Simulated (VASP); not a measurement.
# CdSe (F-43m) in VASP: further runs

The runs below take CdSe through single point, relaxation of cell and atoms, with PBEsol.

All numbers are computed with VASP 6.6.1; they aren't measurements. Logs are shortened: lines on timing, memory, paths and dates and some standing lists are left out, and cuts for length are marked.

**1. The structure**

Symmetry: F-43m, No. 216, cubic system. Conventional cell: a = 6.197 Å, b = 6.197 Å, c = 6.197 Å, α = 90.00°, β = 90.00°, γ = 90.00°. Cd (site symmetry -43m) is surrounded by 4 Se at 2.68 Å. Around Se (site symmetry -43m) lie 4 Cd at 2.68 Å.

Measurements of this composition are mostly on another form, of space group No. 186.

**2. Single point, PBEsol (relaxed again under DFT PBEsol, scalar-relativistic, plane waves, PAW)**

The input, INCAR:

```
PREC = Accurate
ENCUT = 520
EDIFF = 1E-7
ISMEAR = 0
SIGMA = 0.02
LREAL = F
LASPH = T
NELM = 100
ALGO = Normal
ISIF = 2
LWAVE = F
LCHARG = F
GGA = PS
NBANDS = 16
```

The input, KPOINTS:

```
Automatic mesh
0
Gamma
  10 10 10
```

The input, POSCAR:

```
CdSe
1.0
    0.0000000000      3.0408825689      3.0408825689
    3.0408825689      0.0000000000      3.0408825689
    3.0408825689      3.0408825689      0.0000000000
Cd Se
1 1
Direct
    0.0000000000      0.0000000000      0.0000000000
    0.7500000000      0.7500000000      0.7500000000
```

Potentials or basis: VASP PAW PBE potentials, release 64 (Cd, Se).

Run with:

```console
cat potpaw_PBE.64/Cd/POTCAR potpaw_PBE.64/Se/POTCAR > POTCAR
mpirun -np 1 vasp_std > vasp.out
```

OUTCAR:

```text
PREC = Accurate
   ENCUT = 520
   EDIFF = 1E-7
   ISMEAR = 0
   LREAL = F
   LASPH = T
   NELM = 100
   ISIF = 2
   GGA = PS

 ion  position               nearest neighbor table
   1  0.000  0.000  0.000-   2 2.63   2 2.63   2 2.63   2 2.63
   2  0.750  0.750  0.750-   1 2.63   1 2.63   1 2.63   1 2.63

  LATTYP: Found a face centered cubic cell.
 ALAT       =     6.0817651378

  Lattice vectors:

 A1 = (   0.0000000000,   3.0408825689,   3.0408825689)
 A2 = (   3.0408825689,   0.0000000000,   3.0408825689)
 A3 = (   3.0408825689,   3.0408825689,   0.0000000000)

Analysis of symmetry for initial positions (statically):
=====================================================================
 Subroutine PRICEL returns:
 Original cell was already a primitive cell.

 Routine SETGRP: Setting up the symmetry group for a
 face centered cubic supercell.

 Subroutine GETGRP returns: Found 24 space group operations
 (whereof 24 operations were pure point group operations)
 out of a pool of 48 trial point group operations.

The static configuration has the point symmetry T_d .

Analysis of symmetry for dynamics (positions and initial velocities):
=====================================================================
 Subroutine PRICEL returns:
 Original cell was already a primitive cell.

 Routine SETGRP: Setting up the symmetry group for a
 face centered cubic supercell.

 Subroutine GETGRP returns: Found 24 space group operations
 (whereof 24 operations were pure point group operations)
 out of a pool of 48 trial point group operations.

The dynamic configuration has the point symmetry T_d .

 Subroutine INISYM returns: Found 24 space group operations
 (whereof 24 operations are pure point group operations),
 and found     1 'primitive' translations

----------------------------------------------------------------------------------------

                                     Primitive cell

  volume of cell :      56.2379

  direct lattice vectors                    reciprocal lattice vectors
     0.000000000  3.040882569  3.040882569    -0.164425948  0.164425948  0.164425948
     3.040882569  0.000000000  3.040882569     0.164425948 -0.164425948  0.164425948
     3.040882569  3.040882569  0.000000000     0.164425948  0.164425948 -0.164425948

  length of vectors
     4.300457371  4.300457371  4.300457371     0.284794097  0.284794097  0.284794097

  position of ions in fractional coordinates (direct lattice)
     0.000000000  0.000000000  0.000000000
     0.750000000  0.750000000  0.750000000

  ion indices of the primitive-cell ions
   primitive index   ion index
[... 77 lines left out ...]
   NSW    =      0    number of steps for IOM
   IBRION =     -1    ionic relax: 0-MD 1-quasi-New 2-CG
   NFREE  =      0    steps in history (QN), initial steepest desc. (CG)
   ISIF   =      2    stress and relaxation
   ISYM   =      2    0-nonsym 1-usesym 2-fastsym
   POTIM  = 0.5000    time-step for ionic-motion
   TEBEG  =    0.0;   TEEND  =   0.0 temperature during run
   PSTRESS=    0.0 pullay stress
   NELECT =      18.0000    total number of electrons
   NUPDOWN=      -1.0000    fix difference up-down
   EMIN   =  10.00;   EMAX   =-10.00  energy-range for DOS
   EFERMI =   0.00;   METHOD = LEGACY
   ISMEAR =     0;   SIGMA  =   0.02  broadening in eV -4-tet -1-fermi 0-gaus
   EFERMI_NEDOS =   21; number of points for ismear=-14 and -15
   IALGO  =     38    algorithm
   IMIX   =      4    mixing-type and parameters
     AMIX     =   0.40;   BMIX     =  1.00
     AMIX_MAG =   1.60;   BMIX_MAG =  1.00
  volume/ion in A,a.u.               =      28.12       189.76
  Fermi-wavevector in a.u.,A,eV,Ry     =   1.119840  2.116191 17.062275  1.254042
  Thomas-Fermi vector in A             =   2.256482
   LORBIT       =      0    0 simple, 1 ext, 2 COOP (PROOUT), +10 PAW based schemes
   GGA     = PS    functional components
   LHFCALC =     F    Hartree Fock is set to
   AEXX    =    0.0000 exact exchange contribution
   IVDW    =     0    specifies the selected vdW correction
   LEPSILON=     F    determine dielectric tensor
   LRPA    =     F    only Hartree local field effects (RPA)
 non-spin polarized calculation
 Gauss-broadening in eV      SIGMA  =   0.02
  energy-cutoff  :      520.00
  volume of cell :       56.24
 maximum number of plane-waves:      1528
   NGX = 15   NGY = 15   NGZ = 15

 number of electron      18.0000002 magnetization

 Free energy of the ion-electron system (eV)
  ---------------------------------------------------
  ext. energy  EPLUGINS =         0.00000000
  ---------------------------------------------------
  free energy    TOTEN  =        -6.17773214 eV

  energy without entropy =       -6.17773214  energy(sigma->0) =       -6.17773214

 E-fermi :   0.9806     XC(G=0):  -9.1008

 val. band max:        0.8140732364   @ k =   0.0000   0.0000   0.0000
 cond. band min:       1.2976683698   @ k =   0.0000   0.0000   0.0000
 fundamental gap:      0.4835951334
 Fermi energy:         0.9806354609

 k-point     1 :       0.0000    0.0000    0.0000
  band No.  band energies     occupation
      1     -11.8119      2.00000
      2      -7.0996      2.00000
      3      -7.0996      2.00000
      4      -7.0996      2.00000
      5      -6.7177      2.00000
      6      -6.7177      2.00000
[... 433 lines left out ...]
      3      -6.9015      2.00000
      4      -6.8564      2.00000
      5      -6.6725      2.00000
      6      -6.5581      2.00000
[... 8 lines left out ...]
     15      12.9976      0.00000
     16      14.4012      0.00000

 [... further k-points ...]

------------------------ aborting loop because EDIFF is reached ----------------------------------------

  FORCE on cell =-STRESS in cart. coord.  units (eV):
  Direction    XX          YY          ZZ          XY          YZ          ZX
  --------------------------------------------------------------------------------------
  -------------------------------------------------------------------------------------
  Total        0.1174197      0.1174197      0.1174197      0.0000000     -0.0000000     -0.0000000
  in kB        3.3452037      3.3452037      3.3452037      0.0000000     -0.0000000     -0.0000000
  external PRESSURE =       3.3452037 kB  Pullay stress =       0.0000000 kB

 VOLUME and BASIS-vectors are now :
 -----------------------------------------------------------------------------
  energy-cutoff  :      520.00
  volume of cell :       56.24
      direct lattice vectors                 reciprocal lattice vectors
     0.000000000  3.040882569  3.040882569    -0.164425948  0.164425948  0.164425948
     3.040882569  0.000000000  3.040882569     0.164425948 -0.164425948  0.164425948
     3.040882569  3.040882569  0.000000000     0.164425948  0.164425948 -0.164425948

 POSITION                                       TOTAL-FORCE (eV/Angst)
 -----------------------------------------------------------------------------------
      0.00000      0.00000      0.00000        -0.000000      0.000000     -0.000000
      4.56132      4.56132      4.56132         0.000000     -0.000000      0.000000
 -----------------------------------------------------------------------------------
    total drift:                                0.000000      0.000000      0.000000

  FREE ENERGIE OF THE ION-ELECTRON SYSTEM (eV)
  ---------------------------------------------------
  free  energy   TOTEN  =        -6.1777321439 eV

  energy  without entropy=       -6.1777321439  energy(sigma->0) =       -6.17773214
```

OSZICAR:

```text
N       E                     dE             d eps       ncg     rms          rms(c)
DAV:   1     0.102821576710E+03    0.10282E+03   -0.87379E+03  1528   0.101E+03
DAV:   2    -0.271832638133E+01   -0.10554E+03   -0.99731E+02  1840   0.244E+02
DAV:   3    -0.654085089027E+01   -0.38225E+01   -0.38162E+01  1784   0.483E+01
DAV:   4    -0.655665997877E+01   -0.15809E-01   -0.15809E-01  1952   0.310E+00
DAV:   5    -0.655675489996E+01   -0.94921E-04   -0.94921E-04  1792   0.210E-01    0.597E+00
DAV:   6    -0.620203755058E+01    0.35472E+00   -0.56770E-01  2248   0.977E+00    0.480E+00
DAV:   7    -0.617905399039E+01    0.22984E-01   -0.12880E-01  1824   0.247E+00    0.217E+00
DAV:   8    -0.617779007410E+01    0.12639E-02   -0.13221E-02  1680   0.141E+00    0.220E-01
DAV:   9    -0.617768722044E+01    0.10285E-03   -0.13678E-03  1840   0.501E-01    0.426E-02
DAV:  10    -0.617770773293E+01   -0.20512E-04   -0.14264E-04  1880   0.154E-01    0.371E-02
DAV:  11    -0.617773242070E+01   -0.24688E-04   -0.43549E-05  1856   0.484E-02    0.162E-02
DAV:  12    -0.617773193588E+01    0.48482E-06   -0.16069E-06  1768   0.165E-02    0.782E-03
DAV:  13    -0.617773218023E+01   -0.24435E-06   -0.11642E-06  1888   0.674E-03    0.298E-03
DAV:  14    -0.617773214389E+01    0.36336E-07   -0.75094E-08  1464   0.185E-03
   1 F= -.61777321E+01 E0= -.61777321E+01  d E =-.255862E-34
```

Run time: 55 s. Hardware: 1 thread of Intel Xeon Platinum 8375C at 2.90GHz (Ice Lake), shared host; peak memory 0.2 GiB.

What came out:

```yaml
Free_energy: -6.1777 eV
Pressure: 0.3 GPa
Band_gap_on_the_k_mesh: 0.48 eV, direct
```

Levels at points of the mesh, in eV from the valence-band top:
```csv
k point,band 6,band 7,band 8,band 9,band 10,band 11,band 12,band 13
"(0.00, 0.00, 0.00)",-7.53,0.00,0.00,0.00,0.48,5.85,5.85,5.85
"(0.50, 0.00, 0.00)",-7.24,-4.45,-0.76,-0.76,2.29,6.36,6.36,7.28
"(0.50, 0.50, 0.00)",-7.18,-4.13,-1.88,-1.88,3.00,3.67,8.98,10.13
```

Caveat: the PAW data sets were made with another functional, which shifts forces and pressure a little.

**3. Relaxation of cell and atoms, PBEsol**

The input, INCAR:

```
PREC     = Accurate       # precision mode
ENCUT    = 600            # plane-wave cutoff, eV
EDIFF    = 1E-6           # SCF threshold, eV
ISMEAR   = 0              # smearing method
SIGMA    = 0.02           # smearing width, eV
LREAL    = False          # projectors in reciprocal space
LASPH    = True           # aspherical terms in the spheres
NELM     = 100            # most SCF steps
ALGO     = Normal         # electronic algorithm
ISIF     = 3              # what is computed and relaxed
LWAVE    = False          # write WAVECAR
LCHARG   = False          # write CHGCAR
GGA      = PS             # functional
IBRION   = 2              # ionic algorithm
NSW      = 70             # ionic steps
EDIFFG   = -0.005         # ionic threshold
```

KPOINTS is that of step 2.

The input, POSCAR:

```
CdSe
1.0
    0.0000000000      3.0984146604      3.0984146604
    3.0984146604      0.0000000000      3.0984146604
    3.0984146604      3.0984146604      0.0000000000
Cd Se
1 1
Direct
    0.0000000000      0.0000000000      0.0000000000
    0.7500000000      0.7500000000      0.7500000000
```

Potentials or basis: VASP PAW PBE potentials, release 64 (Cd, Se).

Run with:

```console
cat potpaw_PBE.64/Cd/POTCAR potpaw_PBE.64/Se/POTCAR > POTCAR
mpirun -np 1 vasp_std > vasp.out
```

It took 2.3 min on 1 thread of Intel Xeon Platinum 8375C at 2.90GHz (Ice Lake), shared host; peak memory 0.24 GiB.

The run converged. Its results:

| Property | Result |
| --- | --- |
| Free energy | -6.1790 eV |
| Relaxed volume | 28.27 Å³/atom |
| Relaxed cell | a = 4.308 Å, b = 4.308 Å, c = 4.308 Å, α = 60.00°, β = 60.00°, γ = 60.00° |
| Space group after relaxing (to 0.05 Å) | F-43m (No. 216) |
| Energy gained by relaxing | 11.3 meV/atom |
| Ionic steps | 3 |
| Pressure after relaxing | 0.0 GPa |
| Band gap on the k mesh | 0.47 eV, direct |

The path:
```csv
step,energy change (eV),largest force (eV/Å),pressure (GPa),volume (Å³)
1,0.0000,0.0000,-2.34,59.49
2,-0.0211,0.0000,0.69,55.82
3,-0.0227,0.0000,-0.01,56.54
```

Final structure:
```
CELL_PARAMETERS angstrom
0.00000 3.04628 3.04628
3.04628 0.00000 3.04628
3.04628 3.04628 0.00000
ATOMIC_POSITIONS crystal
Cd 0.00000 0.00000 0.00000
Se 0.75000 0.75000 0.75000
```

Levels at points of the mesh, in eV from the valence-band top:
| k point | band 6 | band 7 | band 8 | band 9 | band 10 | band 11 | band 12 | band 13 |
| --- | --- | --- | --- | --- | --- | --- | --- | --- |
| (0.00, 0.00, 0.00) | -7.52 | 0.00 | 0.00 | 0.00 | 0.47 | 5.85 | 5.85 | 5.85 |
| (0.50, 0.00, 0.00) | -7.23 | -4.42 | -0.75 | -0.75 | 2.28 | 6.36 | 6.36 | 7.27 |
| (0.50, 0.50, 0.00) | -7.17 | -4.11 | -1.86 | -1.86 | 3.01 | 3.67 | 8.96 | 10.10 |

Caveat: the PAW data sets were made with another functional, which shifts forces and pressure a little. A hybrid or GW would open this gap; PBEsol tends to underestimate it.
